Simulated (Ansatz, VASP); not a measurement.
# ZnS (Wurtzite) in two plane-wave programs, part 3 of 3

One calculation is typed for both programs; each brings its own data sets and cutoff. How far apart do they land? The cell is taken from a series of VASP runs on this material, whose earlier steps may have relaxed, scaled or displaced it; both programs get it as it stands.

VASP 6.6.1 and Ansatz 0.2.0.

So far. Step 2 (VASP: band structure, HSE06): The k-mesh is coarse for exact exchange; levels may shift by about 0.1 eV on a finer one. Step 4 (Comparison): Among the levels compared at these points, filled levels agree within 12 meV and empty ones within 19 meV.

### 6. VASP: band structure, PBE0

Level of this step: PBE0; plane waves and PAW (Zn, S) (VASP).

The same cell, functional, mesh and smearing now go to VASP, with its own data sets and cutoff.

The run reads the wave functions of an earlier VASP run, which isn't shown here.

INCAR reads:

```
SYSTEM = ZnS
PREC = Accurate
ENCUT = 350
EDIFF = 1E-06
NELM = 100
ISMEAR = 0
SIGMA = 0.03
LREAL = .FALSE.
ALGO = Normal
LHFCALC = .TRUE.
AEXX = 0.25
GGA = PE
LASPH = .TRUE.
NBANDS = 24
PRECFOCK = Fast
HFRCUT = -1
LORBIT = 11
LWAVE = .FALSE.
LCHARG = .FALSE.
KPAR = 4
```

POSCAR reads:

```
ZnS
1.0
    3.8110000000      0.0000000000      0.0000000000
   -1.9055000000      3.3004228138      0.0000000000
    0.0000000000      0.0000000000      6.2340000000
Zn S
2 2
Direct
    0.3333333333      0.6666666667      0.5000000000
    0.6666666667      0.3333333333      0.0000000000
    0.3333333333      0.6666666667      0.8750000000
    0.6666666667      0.3333333333      0.3750000000
```

KPOINTS reads:

```
Automatic mesh
0
Gamma
4 4 3
0 0 0
```

KPOINTS_OPT reads:

```
Line mode
10
Line-mode
Reciprocal
  0.00000000   0.00000000   0.00000000 GAMMA
  0.50000000   0.00000000   0.00000000 M

  0.50000000   0.00000000   0.00000000 M
  0.33333333   0.33333333   0.00000000 K

  0.33333333   0.33333333   0.00000000 K
  0.00000000   0.00000000   0.00000000 GAMMA

  0.00000000   0.00000000   0.00000000 GAMMA
  0.00000000   0.00000000   0.50000000 A

  0.00000000   0.00000000   0.50000000 A
  0.50000000   0.00000000   0.50000000 L

  0.50000000   0.00000000   0.50000000 L
  0.33333333   0.33333333   0.50000000 H

  0.33333333   0.33333333   0.50000000 H
  0.00000000   0.00000000   0.50000000 A

  0.50000000   0.00000000   0.50000000 L
  0.50000000   0.00000000   0.00000000 M

  0.33333333   0.33333333   0.00000000 K
  0.33333333   0.33333333   0.50000000 H
```

PAW data sets: Zn and S (PBE family, release 64).

The run is started by

```console
> mpirun -np 8 vasp_std
```

Numbers of over 12 decimals in the logs are rounded to 6 here.

Log:

```text
[banner, memory and clock lines left out]
running    8 mpi-ranks, on    1 nodes
[...]
[... a notice as in an earlier step ...]

 LDA part: xc-table for (Slater+PW92), standard interpolation
 found WAVECAR, reading the header
 POSCAR, INCAR and KPOINTS ok, starting setup
[...]
HFRCUT set to (new)   9.649600
 reading WAVECAR
 the WAVECAR file was read successfully
 initial charge from wavefunction
 entering main loop
       N       E                     dE             d eps       ncg     rms          rms(c)
DAV:   1    -0.178671579442E+02   -0.17867E+02   -0.27980E+00   464   0.391E+01    0.379E+00
DAV:   2    -0.178103056501E+02    0.56852E-01   -0.67613E-01   416   0.137E+01    0.237E+00
DAV:   3    -0.178059917210E+02    0.43139E-02   -0.92026E-02   480   0.428E+00    0.168E+00
DAV:   4    -0.178051583182E+02    0.83340E-03   -0.11465E-02   472   0.105E+00    0.101E+00
[...]
DAV:   9    -0.178046129504E+02    0.65187E-05   -0.41683E-06   432   0.122E-02    0.507E-02
DAV:  10    -0.178046105981E+02    0.23523E-05   -0.10640E-06   320   0.742E-03    0.268E-02
DAV:  11    -0.178046096456E+02    0.95250E-06   -0.55979E-07   312   0.561E-03
   1 F= -.17804610E+02 E0= -.17804610E+02  d E =-.238391E-17
 Start KPOINTS_OPT (optional k-point list driver)
k-point batch [1-8\90]
       N       E                     dE             ncg
DAV:   1     0.703420305760E+03   -0.21219E+04      384
DAV:   2    -0.133681982308E+04   -0.20402E+04      392
DAV:   3    -0.153184975369E+04   -0.19503E+03      432
DAV:   4    -0.153792279353E+04   -0.60730E+01      472
DAV:   5    -0.153802446338E+04   -0.10167E+00      480
DAV:   6    -0.153802685774E+04   -0.23944E-02      464
DAV:   7    -0.153802693059E+04   -0.72849E-04      456
DAV:   8    -0.153802693349E+04   -0.28997E-05      376
DAV:   9    -0.153802693369E+04   -0.19882E-06      312
[...]
k-point batch [89-90\90]
       N       E                     dE             ncg
DAV:   1     0.654597155485E+04   -0.20701E+04       96
DAV:   2     0.604620715350E+04   -0.49976E+03       96
DAV:   3     0.600237088142E+04   -0.43836E+02      128
DAV:   4     0.600120030364E+04   -0.11706E+01      120
DAV:   5     0.600118448924E+04   -0.15814E-01      112
DAV:   6     0.600118414248E+04   -0.34676E-03      112
DAV:   7     0.600118413263E+04   -0.98494E-05      112
DAV:   8     0.600118413231E+04   -0.31708E-06       80
```

Parts of OUTCAR (step 6):

```text
 POSITION                                       TOTAL-FORCE (eV/Angst)
 -----------------------------------------------------------------------------------
     -0.00000      2.20028      3.11700         0.000000     -0.000000      0.010778
      1.90550      1.10014      0.00000        -0.000000      0.000000      0.010778
     -0.00000      2.20028      5.45475         0.000000      0.000000     -0.010778
      1.90550      1.10014      2.33775        -0.000000     -0.000000     -0.010778
 -----------------------------------------------------------------------------------
    total drift:                               -0.000001      0.000001     -0.001530

  FREE ENERGIE OF THE ION-ELECTRON SYSTEM (eV)
  ---------------------------------------------------
  free  energy   TOTEN  =       -17.8046096456 eV

  energy  without entropy=      -17.8046096456  energy(sigma->0) =      -17.80460965

[... 2 parts as in an earlier step ...]

[... 1 further part left out ...]
[key lines of the parts left out:]
E-fermi :   1.2446
```

The k-mesh is coarse for unscreened exact exchange, which converges slowly with it.

### 7. Side by side

Compared:

```csv
quantity,Ansatz,VASP,difference
gap over the path points (eV),4.144,4.157,-0.013
```

Levels at points of the path, from each program's valence-band top (eV; 4 filled, then empty):

```csv
k (reciprocal lattice),Ansatz,VASP
0.000 0.000 0.000,-0.97 -0.05 0.00 0.00 4.14 5.04 8.32,-0.97 -0.02 0.00 0.00 4.16 5.07 8.33
0.444 0.000 0.000,-3.58 -2.37 -1.69 -0.92 5.52 6.29 6.99,-3.57 -2.37 -1.68 -0.92 5.54 6.30 7.01
0.389 0.222 0.000,-3.78 -2.89 -2.11 -1.97 6.20 7.56 7.71,-3.77 -2.88 -2.10 -1.96 6.21 7.56 7.71
0.185 0.185 0.000,-3.29 -2.38 -1.10 -0.99 6.73 7.21 7.50,-3.28 -2.36 -1.07 -0.98 6.72 7.21 7.51
0.000 0.000 0.111,-0.94 -0.32 -0.03 -0.03 4.38 5.08 8.34,-0.95 -0.30 -0.03 -0.03 4.40 5.10 8.35
0.000 0.000 0.500,-0.51 -0.51 -0.51 -0.51 5.55 5.55 8.78,-0.51 -0.51 -0.51 -0.51 5.58 5.58 8.80
0.444 0.000 0.500,-1.74 -1.74 -1.70 -1.70 5.46 5.46 7.21,-1.73 -1.73 -1.70 -1.70 5.47 5.47 7.22
0.389 0.222 0.500,-2.99 -2.99 -1.45 -1.45 6.31 6.31 8.19,-2.97 -2.97 -1.44 -1.44 6.31 6.31 8.20
0.185 0.185 0.500,-1.98 -1.98 -1.64 -1.64 6.59 6.59 8.03,-1.96 -1.96 -1.63 -1.63 6.60 6.60 8.03
0.500 0.000 0.389,-2.16 -1.97 -1.48 -1.47 5.20 5.67 7.18,-2.15 -1.97 -1.48 -1.46 5.20 5.68 7.19
```

Among the levels compared at these points, filled levels agree within 27 meV and empty ones within 25 meV.

### 8. What came out

```yaml
difference_in_gap_over_the_path_points_band_structure_hse06: 0.015 eV
difference_in_gap_over_the_path_points_band_structure_pbe0: -0.013 eV
```

**Reading.** The difference in gap over the path points is 0.015 eV (band structure, HSE06), within the 0.08 eV picked in this series as the mark of a large difference. How closely two codes agree says nothing of how well the functional describes the real material.

[Lines on the potential files, build, host, timing and source positions are cut from VASP's logs without a mark.]

[Logs are printed without paths, hosts, clocks, repeated set-up lines and the standing remarks that a program may print on its own settings, such as how far it seeks lower states.]

[Hosts, paths, dates, database ids (printed as entryN), source tags and the programs' standing remarks are cut or masked in the printed files.]
